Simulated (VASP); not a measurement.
# TiS2 (P-3m1) in VASP: further runs, part 2 of 2

VASP 6.6.1. The steps go on from the part before.

### Step 3. Relaxation of cell and atoms, PBE

This run uses another cell than the first one, of 21.82 Å³/atom, 1.140 times its volume.

Input file INCAR:

```
PREC = Accurate
ENCUT = 600
EDIFF = 1E-7
ISMEAR = 1
SIGMA = 0.1
LREAL = False
LASPH = True
NELM = 80
ALGO = Normal
ISIF = 3
LWAVE = False
LCHARG = False
GGA = PE
IBRION = 2
NSW = 90
EDIFFG = -0.005
```

Input file KPOINTS:

```
regular mesh
0
Gamma
  12 12 7
```

Input file POSCAR:

```
TiS2                                    
1.0
    3.4118512124     -0.0000000000     -0.0000000000
   -1.7059256112      2.9547498259      0.0000000000
   -0.0000000000      0.0000000000      6.4920607234
  Ti              S             
     1     2
Direct
     0.0000000000000000    1.0000000000000000    0.0000000000000000
     0.3333333300000021    0.6666666699999979    0.2189194194669287
     0.6666666699999979    0.3333333300000021    0.7810805805330711
```

Potentials or basis: VASP PAW PBE potentials, release 64 (Ti_sv, S).

Launch:

```sh
> cat potpaw_PBE.64/Ti_sv/POTCAR potpaw_PBE.64/S/POTCAR > POTCAR
> mpirun -np 1 vasp_std > vasp.out
```

OUTCAR:

```text
PREC = Accurate
   ENCUT = 600
   EDIFF = 1E-7
   ISMEAR = 1
   LREAL = False
   LASPH = True
   NELM = 80
   ISIF = 3
   GGA = PE
   IBRION = 2
   NSW = 90
   EDIFFG = -0.005

 ion  position               nearest neighbor table
   1  0.000  0.000  0.000-   2 2.43   3 2.43   3 2.43   2 2.43   3 2.43   2 2.43
   2  0.333  0.667  0.219-   1 2.43   1 2.43   1 2.43
   3  0.667  0.333  0.781-   1 2.43   1 2.43   1 2.43

  LATTYP: Found a hexagonal cell.
 ALAT       =     3.4118512124
 C/A-ratio  =     1.9027971383

  Lattice vectors:

 A1 = (   3.4118512124,   0.0000000000,   0.0000000000)
 A2 = (  -1.7059256112,   2.9547498259,   0.0000000000)
 A3 = (   0.0000000000,   0.0000000000,   6.4920607234)

Analysis of symmetry for initial positions (statically):
=====================================================================
 Subroutine PRICEL returns:
 Original cell was already a primitive cell.

 Routine SETGRP: Setting up the symmetry group for a
 hexagonal supercell.

 Subroutine GETGRP returns: Found 12 space group operations
 (whereof 12 operations were pure point group operations)
 out of a pool of 24 trial point group operations.

The static configuration has the point symmetry D_3d.

Analysis of symmetry for dynamics (positions and initial velocities):
=====================================================================
 Subroutine PRICEL returns:
 Original cell was already a primitive cell.

 Routine SETGRP: Setting up the symmetry group for a
 hexagonal supercell.

 Subroutine GETGRP returns: Found 12 space group operations
 (whereof 12 operations were pure point group operations)
 out of a pool of 24 trial point group operations.

The dynamic configuration has the point symmetry D_3d.

 Subroutine INISYM returns: Found 12 space group operations
 (whereof 12 operations are pure point group operations),
 and found     1 'primitive' translations

----------------------------------------------------------------------------------------

                                     Primitive cell

  volume of cell :      65.4475

  direct lattice vectors                    reciprocal lattice vectors
     3.411851212  0.000000000  0.000000000     0.293096017  0.169219065  0.000000000
    -1.705925611  2.954749826  0.000000000     0.000000000  0.338438128  0.000000000
     0.000000000  0.000000000  6.492060723     0.000000000  0.000000000  0.154034296

  length of vectors
     3.411851212  3.411851217  6.492060723     0.338438128  0.338438128  0.154034296

  position of ions in fractional coordinates (direct lattice)
     0.000000000  0.000000000  0.000000000
     0.333333330  0.666666670  0.218919419
     0.666666670  0.333333330  0.781080581

  ion indices of the primitive-cell ions
   primitive index   ion index
                 1           1
                 2           2
                 3           3

----------------------------------------------------------------------------------------

[... 50 lines left out ...]
 [... further k-points ...]
   k-points           NKPTS =    112   k-points in BZ     NKDIM =    112   number of bands    NBANDS=     16
   number of dos      NEDOS =    301   number of ions     NIONS =      3
   total plane-waves  NPLWV =  42336
   dimension x,y,z NGX =    28 NGY =   28 NGZ =   54
   dimension x,y,z NGXF=    56 NGYF=   56 NGZF=  108
   ions per type =               1   2
   NGX,Y,Z   is equivalent  to a cutoff of  13.64, 13.64, 13.83 a.u.
   NGXF,Y,Z  is equivalent  to a cutoff of  27.29, 27.29, 27.66 a.u.
 SYSTEM =  unknown system
   PREC   = accura    normal or accurate (medium, high low for compatibility)
   ISTART =      0    job   : 0-new  1-cont  2-samecut
   ICHARG =      2    charge: 1-file 2-atom 10-const
   ISPIN  =      1    spin polarized calculation?
   LNONCOLLINEAR =      F non collinear calculations
   LSORBIT =      F    spin-orbit coupling
   LASPH  =      T    aspherical Exc in radial PAW
   ENCUT  =  600.0 eV  44.10 Ry    6.64 a.u.   6.81  6.81 12.97*2*pi/ulx,y,z
   NELM   =     80;   NELMIN=  2; NELMDL= -5     # of ELM steps
   EDIFF  = 0.1E-06   stopping-criterion for ELM
   LREAL  =      F    real-space projection
   EDIFFG = -.5E-02   stopping-criterion for IOM
   NSW    =     90    number of steps for IOM
   IBRION =      2    ionic relax: 0-MD 1-quasi-New 2-CG
   NFREE  =      1    steps in history (QN), initial steepest desc. (CG)
   ISIF   =      3    stress and relaxation
   ISYM   =      2    0-nonsym 1-usesym 2-fastsym
   POTIM  = 0.5000    time-step for ionic-motion
   TEBEG  =    0.0;   TEEND  =   0.0 temperature during run
   PSTRESS=    0.0 pullay stress
   NELECT =      24.0000    total number of electrons
   NUPDOWN=      -1.0000    fix difference up-down
   EMIN   =  10.00;   EMAX   =-10.00  energy-range for DOS
   EFERMI =   0.00;   METHOD = LEGACY
   ISMEAR =     1;   SIGMA  =   0.10  broadening in eV -4-tet -1-fermi 0-gaus
   EFERMI_NEDOS =   21; number of points for ismear=-14 and -15
   IALGO  =     38    algorithm
   IMIX   =      4    mixing-type and parameters
     AMIX     =   0.40;   BMIX     =  1.00
     AMIX_MAG =   1.60;   BMIX_MAG =  1.00
  volume/ion in A,a.u.               =      21.82       147.22
  Fermi-wavevector in a.u.,A,eV,Ry     =   1.171784  2.214350 18.681847  1.373077
  Thomas-Fermi vector in A             =   2.308222
   LORBIT       =      0    0 simple, 1 ext, 2 COOP (PROOUT), +10 PAW based schemes
   GGA     = PE    functional components
   LHFCALC =     F    Hartree Fock is set to
   AEXX    =    0.0000 exact exchange contribution
   IVDW    =     0    specifies the selected vdW correction
   LEPSILON=     F    determine dielectric tensor
   LRPA    =     F    only Hartree local field effects (RPA)
 conjugate gradient relaxation of ions
 non-spin polarized calculation
 Methfessel and Paxton  Order N= 1 SIGMA  =   0.10
  energy-cutoff  :      600.00
  volume of cell :       65.45
 maximum number of plane-waves:      2216
   NGX = 13   NGY = 13   NGZ = 25

--------------------------------------- Ionic step        1  -------------------------------------------

 number of electron      24.0000002 magnetization

 Free energy of the ion-electron system (eV)
  ---------------------------------------------------
  ext. energy  EPLUGINS =         0.00000000
  ---------------------------------------------------
  free energy    TOTEN  =       -19.96491198 eV

  energy without entropy =      -19.96458327  energy(sigma->0) =      -19.96480241

------------------------ aborting loop because EDIFF is reached ----------------------------------------

  FORCE on cell =-STRESS in cart. coord.  units (eV):
  Direction    XX          YY          ZZ          XY          YZ          ZX
  --------------------------------------------------------------------------------------
  -------------------------------------------------------------------------------------
  Total        0.0182268      0.0182268     -0.0057268     -0.0000000     -0.0000000      0.0000000
  in kB        0.4461983      0.4461983     -0.1401943     -0.0000000     -0.0000000      0.0000000
  external PRESSURE =       0.2507341 kB  Pullay stress =       0.0000000 kB
[... 98 lines left out ...]
--------------------------------------- Ionic step        4  -------------------------------------------

 number of electron      24.0000002 magnetization

 Free energy of the ion-electron system (eV)
  ---------------------------------------------------
  ext. energy  EPLUGINS =         0.00000000
  ---------------------------------------------------
  free energy    TOTEN  =       -19.96492230 eV

  energy without entropy =      -19.96461796  energy(sigma->0) =      -19.96482085

 E-fermi :   4.0610     XC(G=0):  -9.2366

 val. band max:        4.0506512978   @ k =   0.0000   0.0000   0.2857
 cond. band min:       4.0632977878   @ k =   0.0000   0.0000   0.1429
 fundamental gap:      0.0126464900
 Fermi energy:         4.0609991759

 k-point     1 :       0.0000    0.0000    0.0000
  band No.  band energies     occupation
      1     -53.6734      2.00000
      2     -29.8974      2.00000
      3     -29.8478      2.00000
      4     -29.8478      2.00000
      5      -9.5164      2.00000
      6      -8.2036      2.00000
[... 433 lines left out ...]
      3     -29.8795      2.00000
      4     -29.8551      2.00000
      5      -9.1949      2.00000
      6      -8.1332      2.00000
[... 8 lines left out ...]
     15       5.5171     -0.00000
     16       6.9897      0.00000

 [... further k-points ...]

------------------------ aborting loop because EDIFF is reached ----------------------------------------

  FORCE on cell =-STRESS in cart. coord.  units (eV):
  Direction    XX          YY          ZZ          XY          YZ          ZX
  --------------------------------------------------------------------------------------
  -------------------------------------------------------------------------------------
  Total        0.0021541      0.0021541      0.0112409     -0.0000000     -0.0000000      0.0000000
  in kB        0.0527026      0.0527026      0.2750203     -0.0000000     -0.0000000      0.0000000
  external PRESSURE =       0.1268085 kB  Pullay stress =       0.0000000 kB
[... 18 lines left out ...]
  FREE ENERGIE OF THE ION-ELECTRON SYSTEM (eV)
  ---------------------------------------------------
  free  energy   TOTEN  =       -19.9649222987 eV

  energy  without entropy=      -19.9646179554  energy(sigma->0) =      -19.96482085

 reached required accuracy - stopping structural energy minimisation
```

It took 3.8 min on 1 thread of Intel Xeon Platinum 8488C (Sapphire Rapids), shared host; peak memory 0.29 GiB.

Results:

- Free energy: -19.9649 eV
- Relaxed volume: 21.83 Å³/atom
- Relaxed cell: a = 3.413 Å, b = 3.413 Å, c = 6.490 Å, α = 90.00°, β = 90.00°, γ = 120.00°
- Space group after relaxing (to 0.05 Å): P-3m1 (No. 164)
- Energy gained by relaxing: 0.0 meV/atom
- Ionic steps: 4
- Pressure after relaxing: 0.0 GPa
- Band gap on the k mesh: none (metal or under the smearing width)

Final structure:
```cif
data_structure
_symmetry_space_group_name_H-M 'P 1'
_symmetry_Int_Tables_number 1
_cell_length_a 3.4135
_cell_length_b 3.4135
_cell_length_c 6.4897
_cell_angle_alpha 90.000
_cell_angle_beta 90.000
_cell_angle_gamma 120.000
_cell_volume 65.49
loop_
_atom_site_label
_atom_site_type_symbol
_atom_site_fract_x
_atom_site_fract_y
_atom_site_fract_z
_atom_site_occupancy
Ti1 Ti 0.00000 0.00000 0.00000 1
S1 S 0.33333 0.66667 0.21881 1
S2 S 0.66667 0.33333 0.78119 1
```

Caveat: this functional lacks dispersion, which binds the layers, so the pressure and a relaxed spacing across them are unreliable.
